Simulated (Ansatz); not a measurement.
# CrCuO2 (R-3m) in Ansatz: equation of state

Aim: energy against volume of CrCuO2 in PBEsol, for its equilibrium volume and stiffness.

Program: Ansatz 0.2.0. These are calculated values, not measurements. Logs are shortened: lines on timing, memory, paths and dates and some standing lists are left out, and cuts for length are marked.

### 1 The structure

It takes space group R-3m (No. 166, trigonal). Conventional cell: a = 2.973 Å, b = 2.973 Å, c = 17.100 Å, α = 90.00°, β = 90.00°, γ = 120.00°. Around Cu (site symmetry -3m) lie 2 O at 1.85 Å. Around Cr (site symmetry -3m) lie 6 O at 1.99 Å. O (site symmetry 3m) is surrounded by 1 Cu at 1.85 Å and 3 Cr at 1.99 Å.

### 2 Single point, PBEsol, collinear spin, ferromagnetic start, 10.26 Å³/atom (volume scaled by 0.94)

Input file input.yaml:

```yaml
crystal:
  lattice:
    - [1.4563506678, 0.8408244501, 5.5836408197]
    - [-1.4563506678, 0.8408244501, 5.5836408197]
    - [0.0, -1.6816489002, 5.5836408197]
  atoms:
    - { symbol: Cu, position: [0.0, 0.0, 0.0], spin: 0.6 }
    - { symbol: Cr, position: [0.5, 0.5, 0.5], spin: 3.0 }
    - { symbol: O, position: [0.89208, 0.89208, 0.89208] }
    - { symbol: O, position: [0.10792, 0.10792, 0.10792] }
hamiltonian:
  xc: pbesol
  pseudopotentials: { kind: paw }
magnetization:
  spin_polarized: true
kpoints:
  mp_grid: { grid: [10, 10, 10] }
scf:
  occupations: { method: fermi_dirac, width: 0.05 }
output:
  forces: true
  stress: true
  eigenvalues: true
```

Potentials or basis: Ansatz PAW.

Command:

```
$ ansatz run input.yaml --threads 2 --pin off --max-ram 5632MiB --backend cpu --events-out ev --progress --plain --runs-dir out
```

The program printed:

```text
Warning: RAYON_NUM_THREADS=2 ignored (pool sized by the plan → 2); use --threads N
basis.fft_grid_basis auto: the FFT boxes are laid along the combinations [[1, 0, -1], [0, 1, -1], [0, 0, 1]] of the cell's own vectors, 2.913, 2.913 and 5.831 Å long. The dense box has 20×20×40 points. Along the cell's own vectors, as sized, it would have 40×40×40, 4.00 times as many. Of the 12 symmetry operations that the crystal satisfies within crystal.symmetry.tolerance (time reversal apart; of a slab, those that keep its plane) the dense box along the cell's own vectors carries 12, and the one as laid loses 8 of those. basis.fft_grid_basis: typed keeps the cell's own vectors: state it where this run's energies or levels are differenced outside the engine with another run's, or held beside a run that keeps those vectors.
Engine: ansatz 0.2.0, aarch64-unknown-linux-gnu
Pseudopotentials: kind: paw
Pseudopotential: Cu, paw, valence charge 19, recommended cutoff 420 eV (normal), Cu.paw.azcp
Pseudopotential: Cr, paw, valence charge 14, recommended cutoff 420 eV (normal), Cr.paw.azcp
Pseudopotential: O, paw, valence charge 6, recommended cutoff 420 eV (normal), O.paw.azcp
Functional definition: PBEsol
  exchange = pbesol_x
  correlation = pbesol_c
Crystal: 4 atoms, lattice volume = 41.024 Å³
Basis set: ecut = 420 eV, 793 PW (Γ), FFT grids on a1−a3, a2−a3, a3, exchange–correlation on 40×40×80 points (8 copies of the dense FFT grid, shifted against one another)
Bands: 30, of which v1, the nominal top of the filled ones, is band 23 counted from 1 (22 counted from 0)
Symmetry: 12 space group operations
Space group: R-3m (ITA 166), of the structure as read, at distance tolerance 3.4e-5 Å
Magnetic group: BNS 166.97 (UNI 1327), of the structure as read, at distance tolerance 3.4e-5 Å
k-points: 116 of 1000
Non-local potential: Cu, projectors of the file, l = 0: 3, l = 1: 2, l = 2: 3, l = 3: 1
Non-local potential: Cr, projectors of the file, l = 0: 3, l = 1: 2, l = 2: 3, l = 3: 1
Non-local potential: O, projectors of the file, l = 0: 2, l = 1: 2, l = 2: 1
PAW form: soft (Blöchl's): semilocal exchange-correlation on the pseudo side does not see the compensation charge
PAW frozen core: Cu, regenerated for the run's functional, and the local potential with it (the file was generated under x = pbe(κ = 0.804, μ = 0.2195149727645171), c = pbe(β = 0.06672455060314922))
PAW frozen core: Cr, regenerated for the run's functional, and the local potential with it (the file was generated under x = pbe(κ = 0.804, μ = 0.2195149727645171), c = pbe(β = 0.06672455060314922))
PAW frozen core: O, regenerated for the run's functional, and the local potential with it (the file was generated under x = pbe(κ = 0.804, μ = 0.2195149727645171), c = pbe(β = 0.06672455060314922))
PAW one-centre angular grid: Cu, 590 points (default); XC on 64 Gauss nodes
PAW one-centre angular grid: Cr, 590 points (default); XC on 64 Gauss nodes
PAW one-centre angular grid: O, 110 points (default); XC on 64 Gauss nodes
Initial density: superposition of atomic densities (chi_scale 0.1, normalization cell, long waves kept (reshape's long-wave potential 0.30 eV rms))
Starting moments: Σ|m| = 3.6 μB on 2 of 4 sites
Initial wavefunctions: pseudopotential atomic-orbital guess
Functional: x = pbesol(κ = 0.804, μ = 0.12345679012345678), c = pbesol(β = 0.046)
iter 1 solved again at ethr=2.34e-3 eV; its pass at ethr=3.10e-3 eV (dr2=1.05e0 eV) is discarded
SCF iter   1: F=—  HF=-11060.501702 eV  |F-HF|=—  |Δ(HF+E_count)|=         —  Δρ=4.23e-2 (↑4.23e-2 ↓4.04e-2)  dr2=1.06e0  dr2_m=3.05e-1  M=2.999 μB ∫|m|=3.106 μB  β_m=0.30  ethr=2.34e-3  ⟨swp⟩=1.0  Hψ=32032  notcnv=0
Mixer restart at iter 1: flushing history
preconditioner: auto → none  [insulator: Δε(μ)=0.445 eV  Ē_g=11.805 eV  σ=0.050 eV  W_gap=0.95  n_scr=16 (ndim 8)  ℏωp=31.2 eV  f_vac=0.000  D(μ)=0.02/eV (n_scr^D=0)  ε∞_Penn≈8.0]
SCF iter   2: F=—  HF=-11060.230562 eV  |F-HF|=—  |Δ(HF+E_count)|=   2.71e-1  Δρ=4.22e-2 (↑4.22e-2 ↓2.87e-2)  dr2=4.53e-1  dr2_m=2.25e-1  M=3.000 μB ∫|m|=3.122 μB  β_m=0.36  ethr=2.34e-3  ⟨swp⟩=2.7  Hψ=10798  notcnv=0  defer=14
SCF iter   3: F=—  HF=-11060.213895 eV  |F-HF|=—  |Δ(HF+E_count)|=   1.67e-2  Δρ=2.31e-2 (↑2.31e-2 ↓2.05e-2)  dr2=2.54e-1  dr2_m=8.88e-2  M=3.000 μB ∫|m|=3.089 μB  β_m=0.40  ethr=1.01e-3  ⟨swp⟩=2.0  Hψ=11833  notcnv=0  defer=412
SCF iter   4: F=—  HF=-11060.184553 eV  |F-HF|=—  |Δ(HF+E_count)|=   2.93e-2  Δρ=1.39e-2 (↑1.07e-2 ↓1.39e-2)  dr2=1.27e-1  dr2_m=6.73e-3  M=3.000 μB ∫|m|=3.053 μB  β_m=0.35  ethr=5.65e-4  ⟨swp⟩=2.2  Hψ=12885  notcnv=0  defer=406
SCF iter   5: F=—  HF=-11060.168213 eV  |F-HF|=—  |Δ(HF+E_count)|=   1.63e-2  Δρ=3.14e-3 (↑2.19e-3 ↓3.14e-3)  dr2=1.77e-3  dr2_m=2.08e-3  M=3.000 μB ∫|m|=3.041 μB  β_m=0.48  ethr=2.82e-4  ⟨swp⟩=2.0  Hψ=11607  notcnv=0  defer=417
SCF iter   6: F=—  HF=-11060.168096 eV  |F-HF|=—  |Δ(HF+E_count)|=   1.17e-4  Δρ=1.92e-3 (↑1.52e-3 ↓1.92e-3)  dr2=1.55e-3  dr2_m=6.88e-4  M=3.000 μB ∫|m|=3.034 μB  β_m=0.51  ethr=3.92e-6  ⟨swp⟩=2.0  Hψ=11239  notcnv=0  defer=417
SCF iter   7: F=—  HF=-11060.168053 eV  |F-HF|=—  |Δ(HF+E_count)|=   4.29e-5  Δρ=6.51e-4 (↑5.32e-4 ↓6.51e-4)  dr2=1.27e-5  dr2_m=1.26e-4  M=3.000 μB ∫|m|=3.033 μB  β_m=0.69  ethr=3.45e-6  ⟨swp⟩=2.3  Hψ=9253  notcnv=0  defer=417
SCF iter   8: F=—  HF=-11060.168126 eV  |F-HF|=—  |Δ(HF+E_count)|=   7.34e-5  Δρ=3.39e-4 (↑3.39e-4 ↓1.59e-4)  dr2=5.42e-5  dr2_m=7.63e-6  M=3.000 μB ∫|m|=3.031 μB  β_m=0.74  ethr=2.81e-8  ⟨swp⟩=2.1  Hψ=12208  notcnv=0  defer=417
SCF iter   9: F=—  HF=-11060.167962 eV  |F-HF|=—  |Δ(HF+E_count)|=   1.64e-4  Δρ=3.23e-5 (↑3.23e-5 ↓2.14e-5)  dr2=3.39e-7  dr2_m=2.37e-7  M=3.000 μB ∫|m|=3.031 μB  β_m=0.82  ethr=2.81e-8  ⟨swp⟩=2.0  Hψ=10722  notcnv=0  defer=417
SCF iter  10: F=—  HF=-11060.167962 eV  |F-HF|=—  |Δ(HF+E_count)|=   4.69e-8  Δρ=1.39e-5 (↑1.39e-5 ↓6.61e-6)  dr2=8.96e-8  dr2_m=1.44e-8  M=3.000 μB ∫|m|=3.031 μB  β_m=0.79  ethr=7.54e-10  ⟨swp⟩=2.0  Hψ=10840  notcnv=0  defer=417
SCF iter  11: F=-11060.167962 eV  HF=-11060.167962 eV  |F-HF|=3.57e-8  |Δ(HF+E_count)|=   2.42e-8  Δρ=4.40e-6 (↑4.40e-6 ↓4.01e-6)  dr2=3.87e-8  dr2_m=9.33e-10  M=3.000 μB ∫|m|=3.031 μB  ethr=1.99e-10  ⟨swp⟩=6.2  Hψ=25203  notcnv=0
SCF 1 converged in 11 iterations: F = -11060.167962 eV  dr2 = 3.87e-8
SCF converged after 11 iterations
Magnetization: 3.0000 μB (24.0000 up, 21.0000 down)
Absolute magnetization: 3.0342 μB (∫|ρ↑−ρ↓|, with the PAW one-centre terms)
Spin contamination: 0.0194 ħ² per cell (⟨S²⟩ above its minimum at these occupations)
Per-site moments (μB) at R_I (Å): [(0.016310216834677947, 0.7457008151117539), (2.333418372985731, 0.8037209528881399), (0.016262066901495568, 0.7457008151117539), (0.016262066901495505, 0.7457008151117549)]
Free energy (F): -11060.167962 eV
Harris-Foulkes:  -11060.167962 eV  (|F-HF|=3.57e-8)
Internal energy: -11060.167951 eV  (E = F + TS)
E sigma→0 (E₀):  -11060.167956 eV
Entropy (-TS):   -0.000011 eV (-0.003 meV/atom)
Fermi energy:    13.439430 eV
--- Per-component energies (eV) ---
  E_band       = -631.267975
  E_kinetic    = 993.436846
  E_local      = -6725.852885  (includes V_loc(G=0)·N_el)
  E_nonlocal   = 575.686782
  E_hartree    = 2883.945885
  E_xc         = -371.620104
  E_vxc        = -477.752674  (∫ρ·V_xc dr)
  E_paw        = -3102.319421  (= ΣΔE_a)
  E_vpaw       = -764.687262  (= ΣTr[D̂ρ^β])
  E_aug_tail   = 0.005774  (compensation charges beyond the density's cutoff)
  E_ewald      = -5313.887605
  E_core_change = 0.436778  (= ΣΔE_core)
  E_smearing   = -0.000011  (= −TS)
  E_closure    = 0.000000  (closes the sum)
  Σ components = -11060.167962   (vs F -11060.167962, Δ=0.00e0)
--- Forces (eV/Å), atoms counted from 1 ---
  atom   1  Cu     0.00000000     0.00000000     0.00000000
  atom   2  Cr     0.00000000     0.00000000    -0.00000000
  atom   3  O     -0.00000000    -0.00000000     0.13336780
  atom   4  O      0.00000000     0.00000000    -0.13336780
  max |Σ_I F_I| component: 1.93e-28 eV/Å
--- Stress (GPa, compression-positive) ---
        8.299510      -0.000000       0.000000
       -0.000000       8.299510      -0.000000
        0.000000       0.000000      10.397190
  P = ⅓ Tr σ = 8.9987 GPa (89.987 kbar)
--- Band table (eV; the first three rows and the last of 232) ---
  k-point 0 ↑: bands = ["-99.0799", "-59.7761", "-56.8229", "-56.5128", "-56.5128", "-31.2593", "-31.1772", "-31.1772", "-7.9490", "-6.2254", "3.9202", "6.5184", "6.5184", "8.4423", "8.4690", "9.7695", "9.7695", "10.4928", "10.4928", "10.7734", "10.7734", "11.7576", "11.7576", "12.1569", "15.2159", "16.0242", "16.0242", "19.4387", "21.7857", "25.4061"]
  k-point 1 ↑: bands = ["-99.0798", "-59.7733", "-56.8227", "-56.5143", "-56.5132", "-31.2549", "-31.2014", "-31.1824", "-7.8345", "-6.2414", "4.0751", "6.2446", "6.5956", "8.3594", "8.7068", "9.4427", "9.4730", "10.4732", "10.5676", "10.7550", "10.7901", "11.8926", "12.0067", "12.2020", "15.3272", "15.7486", "15.9570", "19.9248", "22.0230", "25.7042"]
  k-point 2 ↑: bands = ["-99.0795", "-59.7661", "-56.8223", "-56.5183", "-56.5142", "-31.2647", "-31.2427", "-31.1960", "-7.5241", "-6.2856", "4.4963", "5.8172", "6.7948", "7.6017", "8.9043", "8.9313", "9.4426", "10.4401", "10.7335", "10.7746", "10.8516", "12.0152", "12.3750", "12.4177", "15.1861", "15.6692", "15.8158", "20.9329", "22.5638", "25.0114"]
  k-point 115 ↓: bands = ["-99.0642", "-56.8794", "-56.7986", "-56.5001", "-56.5001", "-28.3809", "-28.3527", "-28.3527", "-7.6376", "-6.3858", "5.5902", "6.6099", "7.2200", "7.2200", "8.6527", "9.0950", "9.0950", "10.5311", "10.5311", "11.6543", "11.6543", "14.6174", "14.6174", "15.5591", "16.2551", "17.1944", "17.1944", "18.7106", "22.1537", "26.8366"]
```

Run time: 12 s. Hardware: 2 threads of Arm Neoverse V1, shared host; peak memory 0.5 GiB.

Results:

```
Free energy            : -11060.1680 eV
Pressure               : 9.0 GPa
Largest force          : 0.133 eV/Å
Band gap on the k mesh : 0.75 eV, indirect (least direct gap 1.05 eV)
Net moment             : 3.00 μB per cell
Absolute moment        : 3.03 μB per cell
Site moments           : Cu +0.02; Cr +2.33; O +0.02 μB
```

Caveat: the pressure holds a Pulay correction of +0.7 GPa for the finite cutoff; only a ferromagnetic start was run, and an antiferromagnetic order may lie lower in energy; the PAW data sets come from PBE, with cores solved anew for the run's functional, which leaves a small shift of forces and pressure.

### 3 Single point, PBEsol, collinear spin, ferromagnetic start, 10.47 Å³/atom (volume scaled by 0.96)

input.yaml, as its differences from that of step 2:

```diff
@@ -2,5 +2,5 @@
   lattice:
-    - [1.4563506678, 0.8408244501, 5.5836408197]
-    - [-1.4563506678, 0.8408244501, 5.5836408197]
-    - [0.0, -1.6816489002, 5.5836408197]
+    - [1.4666069964, 0.8467459441, 5.6229635295]
+    - [-1.4666069964, 0.8467459441, 5.6229635295]
+    - [0.0, -1.6934918883, 5.6229635295]
   atoms:
```

Potentials or basis: Ansatz PAW.

Command:

```
$ ansatz run input.yaml --threads 2 --pin off --max-ram 5632MiB --backend cpu --events-out ev --progress --plain --runs-dir out
```

Wall time 13 s (2 threads of Arm Neoverse V1, shared host); peak memory 0.5 GiB.

It converged, with:

- Free energy: -11060.2039 eV
- Pressure: 4.3 GPa
- Largest force: 0.063 eV/Å
- Band gap on the k mesh: 0.83 eV, indirect (least direct gap 1.14 eV)
- Net moment: 3.00 μB per cell
- Absolute moment: 3.04 μB per cell
- Site moments: Cu +0.01; Cr +2.35; O +0.01 μB

Caveat: the pressure holds a Pulay correction of +0.7 GPa for the finite cutoff; only a ferromagnetic start was run, and an antiferromagnetic order may lie lower in energy; the PAW data sets come from PBE, with cores solved anew for the run's functional, which leaves a small shift of forces and pressure.

### 4 Single point, PBEsol, collinear spin, ferromagnetic start, 10.69 Å³/atom (volume scaled by 0.98)

input.yaml, as its differences from that of step 3:

```diff
@@ -2,5 +2,5 @@
   lattice:
-    - [1.4666069964, 0.8467459441, 5.6229635295]
-    - [-1.4666069964, 0.8467459441, 5.6229635295]
-    - [0.0, -1.6934918883, 5.6229635295]
+    - [1.476721847, 0.8525857559, 5.6617438138]
+    - [-1.476721847, 0.8525857559, 5.6617438138]
+    - [0.0, -1.7051715118, 5.6617438138]
   atoms:
@@ -23 +23,5 @@
   eigenvalues: true
+  write_density: true
+  write_potential: true
+  elf: true
+  volumetric_format: npy
```

Command:

```
$ ansatz run input.yaml --threads 2 --pin off --max-ram 5632MiB --backend cpu --events-out ev --progress --plain --runs-dir out
```

Wall time 16 s (2 threads of Arm Neoverse V1, shared host); peak memory 0.51 GiB.

The run converged. Its results:

```yaml
Free_energy: -11060.2159 eV
Pressure: 0.1 GPa
Band_gap_on_the_k_mesh: 0.91 eV, indirect (least direct gap 1.13 eV)
Net_moment: 3.00 μB per cell
Absolute_moment: 3.05 μB per cell
Site_moments: Cu +0.01; Cr +2.37; O +0.01 μB
```

Caveat: the pressure holds a Pulay correction of +0.7 GPa for the finite cutoff; only a ferromagnetic start was run, and an antiferromagnetic order may lie lower in energy; the PAW data sets come from PBE, with cores solved anew for the run's functional, which leaves a small shift of forces and pressure.

### 5 Single point, PBEsol, collinear spin, ferromagnetic start, 10.91 Å³/atom

input.yaml, as its differences from that of step 4:

```diff
@@ -2,5 +2,5 @@
   lattice:
-    - [1.476721847, 0.8525857559, 5.6617438138]
-    - [-1.476721847, 0.8525857559, 5.6617438138]
-    - [0.0, -1.7051715118, 5.6617438138]
+    - [1.4867, 0.8583466452, 5.7]
+    - [-1.4867, 0.8583466452, 5.7]
+    - [0.0, -1.7166932904, 5.7]
   atoms:
@@ -23,5 +23 @@
   eigenvalues: true
-  write_density: true
-  write_potential: true
-  elf: true
-  volumetric_format: npy
```

Command:

```
$ ansatz run input.yaml --threads 2 --pin off --max-ram 5632MiB --backend cpu --events-out ev --progress --plain --runs-dir out
```

Wall time 13 s (2 threads of Arm Neoverse V1, shared host); peak memory 0.51 GiB.

The run converged. Its results:

```yaml
Free_energy: -11060.2064 eV
Pressure: -3.6 GPa
Largest_force: 0.063 eV/Å
Band_gap_on_the_k_mesh: 0.97 eV, indirect (least direct gap 1.11 eV)
Net_moment: 3.00 μB per cell
Absolute_moment: 3.07 μB per cell
Site_moments: Cu +0.01; Cr +2.39; O +0.00 μB
```

Caveat: the pressure holds a Pulay correction of +0.7 GPa for the finite cutoff; only a ferromagnetic start was run, and an antiferromagnetic order may lie lower in energy; the PAW data sets come from PBE, with cores solved anew for the run's functional, which leaves a small shift of forces and pressure.

### 6 Single point, PBEsol, collinear spin, ferromagnetic start, 11.13 Å³/atom (volume scaled by 1.02)

input.yaml, as its differences from that of step 5:

```diff
@@ -2,5 +2,5 @@
   lattice:
-    - [1.4867, 0.8583466452, 5.7]
-    - [-1.4867, 0.8583466452, 5.7]
-    - [0.0, -1.7166932904, 5.7]
+    - [1.4965459823, 0.8640312257, 5.7377494445]
+    - [-1.4965459823, 0.8640312257, 5.7377494445]
+    - [0.0, -1.7280624515, 5.7377494445]
   atoms:
```

Potentials or basis: Ansatz PAW.

Command:

```
$ ansatz run input.yaml --threads 2 --pin off --max-ram 5632MiB --backend cpu --events-out ev --progress --plain --runs-dir out
```

Wall time 13 s (2 threads of Arm Neoverse V1, shared host); peak memory 0.52 GiB.

The run converged. Its results:

```
Free energy            : -11060.1775 eV
Pressure               : -6.9 GPa
Largest force          : 0.119 eV/Å
Band gap on the k mesh : 0.95 eV, indirect (least direct gap 1.09 eV)
Net moment             : 3.00 μB per cell
Absolute moment        : 3.08 μB per cell
Site moments           : Cu +0.01; Cr +2.41; O -0.00 μB
```

Caveat: the pressure holds a Pulay correction of +0.7 GPa for the finite cutoff; only a ferromagnetic start was run, and an antiferromagnetic order may lie lower in energy; the PAW data sets come from PBE, with cores solved anew for the run's functional, which leaves a small shift of forces and pressure.

### 7 Single point, PBEsol, collinear spin, ferromagnetic start, 11.35 Å³/atom (volume scaled by 1.04)

input.yaml, as its differences from that of step 6:

```diff
@@ -2,5 +2,5 @@
   lattice:
-    - [1.4965459823, 0.8640312257, 5.7377494445]
-    - [-1.4965459823, 0.8640312257, 5.7377494445]
-    - [0.0, -1.7280624515, 5.7377494445]
+    - [1.5062640857, 0.8696419753, 5.7750086018]
+    - [-1.5062640857, 0.8696419753, 5.7750086018]
+    - [0.0, -1.7392839506, 5.7750086018]
   atoms:
```

Command:

```
$ ansatz run input.yaml --threads 2 --pin off --max-ram 5632MiB --backend cpu --events-out ev --progress --plain --runs-dir out
```

Run time: 13 s. Hardware: 2 threads of Arm Neoverse V1, shared host; peak memory 0.52 GiB.

The run converged. Its results:

```yaml
Free_energy: -11060.1315 eV
Pressure: -9.9 GPa
Largest_force: 0.171 eV/Å
Band_gap_on_the_k_mesh: 0.92 eV, indirect (least direct gap 1.07 eV)
Net_moment: 3.00 μB per cell
Absolute_moment: 3.10 μB per cell
Site_moments: Cu +0.01; Cr +2.43; O -0.01 μB
```

Caveat: the pressure holds a Pulay correction of +0.6 GPa for the finite cutoff; only a ferromagnetic start was run, and an antiferromagnetic order may lie lower in energy; the PAW data sets come from PBE, with cores solved anew for the run's functional, which leaves a small shift of forces and pressure.

### 8 Single point, PBEsol, collinear spin, ferromagnetic start, 11.57 Å³/atom (volume scaled by 1.06)

input.yaml, as its differences from that of step 7:

```diff
@@ -2,5 +2,5 @@
   lattice:
-    - [1.5062640857, 0.8696419753, 5.7750086018]
-    - [-1.5062640857, 0.8696419753, 5.7750086018]
-    - [0.0, -1.7392839506, 5.7750086018]
+    - [1.5158583831, 0.8751812455, 5.8117930878]
+    - [-1.5158583831, 0.8751812455, 5.8117930878]
+    - [0.0, -1.7503624911, 5.8117930878]
   atoms:
@@ -23 +23,5 @@
   eigenvalues: true
+  write_density: true
+  write_potential: true
+  elf: true
+  volumetric_format: npy
```

Command:

```
$ ansatz run input.yaml --threads 2 --pin off --max-ram 5632MiB --backend cpu --events-out ev --progress --plain --runs-dir out
```

It took 17 s on 2 threads of Arm Neoverse V1, shared host; peak memory 0.53 GiB.

Results (log left out):

```yaml
Free_energy: -11060.0700 eV
Pressure: -12.6 GPa
Largest_force: 0.220 eV/Å
Band_gap_on_the_k_mesh: 0.89 eV, indirect (least direct gap 1.04 eV)
Net_moment: 3.00 μB per cell
Absolute_moment: 3.11 μB per cell
Site_moments: Cu +0.00; Cr +2.45; O -0.01 μB
```

Caveat: the pressure holds a Pulay correction of +0.6 GPa for the finite cutoff; only a ferromagnetic start was run, and an antiferromagnetic order may lie lower in energy; the PAW data sets come from PBE, with cores solved anew for the run's functional, which leaves a small shift of forces and pressure.

### 9 Equation of state, PBEsol, collinear spin, ferromagnetic start

Potentials or basis: Ansatz PAW.

No new run: the results of the series are fitted here.

Results:

| Quantity | Value |
| --- | --- |
| Equilibrium volume | 10.70 Å³/atom |
| Bulk modulus at fixed shape and positions | 193 GPa |
| Pressure derivative of the bulk modulus | 4.5 |

Energy against volume, from the lowest point:
| volume (Å³/atom) | energy (meV/atom) |
| --- | --- |
| 10.256 | 11.99 |
| 10.474 | 3.00 |
| 10.692 | 0.00 |
| 10.911 | 2.39 |
| 11.129 | 9.61 |
| 11.347 | 21.11 |
| 11.565 | 36.47 |

Caveat: the cell was scaled at fixed shape and fractional positions, which overstates the stiffness of a crystal with free parameters, most of all of layers and chains.
